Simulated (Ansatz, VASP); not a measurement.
One calculation of TiCo, two programs

The input INCAR:

```
SYSTEM = TiCo
PREC = Accurate
ENCUT = 520
EDIFF = 1E-6
ISMEAR = -1
SIGMA = 0.1
LREAL = .False.
LASPH = .True.
NELM = 150
ALGO = Normal
ISIF = 2
LWAVE = .False.
LCHARG = .True.
ISPIN = 2
MAGMOM = 0 3.2
LORBIT = 11
LMAXMIX = 4
GGA = PS
LELF = .True.
LVHAR = .True.
NBANDS = 22
```

KPOINTS

```
regular mesh
0
Gamma
  11 11 11
  0 0 0
```

Contents of POSCAR:

```
TiCo
1.0
    2.9861100000      0.0000000000      0.0000000000
    0.0000000000      2.9861100000      0.0000000000
    0.0000000000      0.0000000000      2.9861100000
Ti Co
1 1
Direct
    0.0000000000      0.0000000000      0.0000000000
    0.5000000000      0.5000000000      0.5000000000
```

Input for Ansatz:

```yaml
crystal:
  lattice:
    - [2.98611, 0.0, 0.0]
    - [0.0, 2.98611, 0.0]
    - [0.0, 0.0, 2.98611]
  atoms:
    - { symbol: Ti, position: [0.0, 0.0, 0.0] }
    - { symbol: Co, position: [0.5, 0.5, 0.5] }
kpoints:
  mp_grid:
    grid: [11, 11, 11]
hamiltonian:
  xc: pbesol
  pseudopotentials:
    kind: paw
magnetization:
  spin_polarized: true
  per_species:
    Co: 3.2
scf:
  occupations:
    method: fermi_dirac
output:
  forces: true
  stress: true
  eigenvalues: true
```

The cell comes from a database or a generator and needn't be the stable form of this composition.

Alike in both runs: task single point; functional PBEsol; k mesh 11 × 11 × 11; collinear spin.

|  | VASP | Ansatz |
| --- | --- | --- |
| version | VASP 6.6.1 | Ansatz 0.2.0 |
| potentials or method | VASP PAW PBE potentials, release 64 (Ti_sv, Co) | plane waves, PAW |
| plane-wave cutoff (eV) | 520 | 420 |
| occupations | fermi-dirac, width 0.1 eV | fermi-dirac |
| valence electrons in the cell | 21 | 29 |

VASP gave:

| Item | Value |
| --- | --- |
| gap on the k mesh at the Fermi level (eV) | none |
| pressure (GPa) | -8.3 |
| net moment per atom (μB) | 0.32 |
| size of the moment on the site where the two differ most (μB) | 0.70 |

Task: Estimate Ansatz's values.

Result: gap on the k mesh at the Fermi level (eV): none; pressure (GPa): -7.9; net moment per atom (μB): 0.34; size of the moment on the site where the two differ most (μB): 0.77.

Site moments also hang on the region over which each program counts them. A gap of «none» marks a metal or a gap that the smearing closes. The two sets of potentials don't hold the same shells in valence. Ansatz warned: «given_moment_on_shells».

Caveats: the PAW data sets were made with another functional, which shifts forces and pressure a little (VASP).
